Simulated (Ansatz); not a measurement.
The system is Se.

```
Se
1.0
     2.81056    0.00000    0.00000
     0.00000    2.81056    0.00000
     0.00000    0.00000    2.81056
Se
1
Cartesian
  0.0000 0.0000 0.0000
```

This isn't the form of Se at room conditions, which is trigonal, of chains.

```yaml
Program: Ansatz 0.2.0
Task: relaxation of cell and atoms
Functional: PBEsol
Potentials_or_basis: Ansatz PAW
Cutoff: "420 eV (not typed: the program's choice for these potentials)"
k_mesh: 9 × 9 × 9
Occupations: fermi-dirac, width 0.05 eV
Spin: no spin polarisation
```

At the start: volume 22.20 Å³/atom.

How do energy, volume and symmetry change on relaxing?

It ends after 4 steps and the volume is 21.74 Å³/atom (-2.1 %); space group Pm-3m (No. 221, to 0.05 Å).

Step by step:
```
step  energy change (eV)  largest force (eV/Å)  volume (Å³)
   1              0.0000                0.0000        22.20
   2             -0.0010                0.0000        21.37
   3             -0.0025                0.0000        21.74
   4             -0.0024                0.0000        21.74
```

Final structure:
```
Se
1.0
     2.79108    0.00000    0.00000
     0.00000    2.79108    0.00000
     0.00000    0.00000    2.79108
Se
1
Direct
  0.00000 0.00000 0.00000
```

Caveat: the plane-wave basis is chosen anew once the cell has moved, so the energies of steps on either side of that aren't comparable; the PAW data sets come from PBE, with cores solved anew for the run's functional, which leaves a small shift of forces and pressure.
